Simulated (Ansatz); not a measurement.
A (210) slab of Cu (Fm-3m (No. 225)), 14 planes, outer planes Cu (top) and Cu (bottom), with 14 atoms (Cu14) in a surface cell of A = 14.196 Å², as cut from the bulk:

```yaml
crystal:
  lattice:
    - [3.56337, 0.00000, 0.00000]
    - [-1.78169, 3.98397, 0.00000]
    - [0.00000, 0.00000, 25.35832]
  atoms:
    - { symbol: Cu, position: [0.70000, 0.40000, 0.29576] }
    - { symbol: Cu, position: [0.40000, 0.80000, 0.32718] }
    - { symbol: Cu, position: [0.10000, 0.20000, 0.35860] }
    - { symbol: Cu, position: [0.80000, 0.60000, 0.39003] }
    - { symbol: Cu, position: [0.50000, 0.00000, 0.42145] }
    - { symbol: Cu, position: [0.20000, 0.40000, 0.45287] }
    - { symbol: Cu, position: [0.90000, 0.80000, 0.48429] }
    - { symbol: Cu, position: [0.60000, 0.20000, 0.51571] }
    - { symbol: Cu, position: [0.30000, 0.60000, 0.54713] }
    - { symbol: Cu, position: [0.00000, 0.00000, 0.57855] }
    - { symbol: Cu, position: [0.70000, 0.40000, 0.60997] }
    - { symbol: Cu, position: [0.40000, 0.80000, 0.64140] }
    - { symbol: Cu, position: [0.10000, 0.20000, 0.67282] }
    - { symbol: Cu, position: [0.80000, 0.60000, 0.70424] }
```

Level of theory: DFT PBEsol, scalar-relativistic, plane waves, PAW (Ansatz). Cutoff 420 eV; k points 11×9×1 on the computed 14-atom cell (Γ-centred); Gaussian smearing, width 0.10 eV; no spin polarisation.

Against the same 14 atoms in the bulk, the slab as cut lies 3.689 eV higher and the relaxed slab 3.580 eV higher.

**Question.** Work out the surface energy before and after relaxation.

**Answer.** The slab has two faces, so γ = (E_slab − N·E_bulk)/(2A), the mean of both. As cut: 3.689/(2 × 14.196) = 0.1299 eV/Å², and 1 eV/Å² = 16.02 J/m², so γ = 2.08 J/m². Relaxed: 3.580/(2 × 14.196) = 0.1261 eV/Å² = 2.02 J/m². Relaxation recovers 3 % of the cost of cutting.

**Question.** A cut through this plane breaks about 10 nearest-neighbour bonds a surface cell. What does each broken bond cost, before relaxation?

**Answer.** One cut makes two faces and costs 2γA = 3.689 eV, shared by 10 bonds: 0.37 eV a bond. In a metal this is less than the cohesive energy a bond, since the bonds that remain at the surface strengthen.

**Question.** What is the ideal work of this cut, per area?

**Answer.** Griffith's ideal work is 2γ: 4.16 J/m² if the new faces stay rigid, 4.04 J/m² if they relax. One thickness was run, 14 planes, so γ can still shift with it.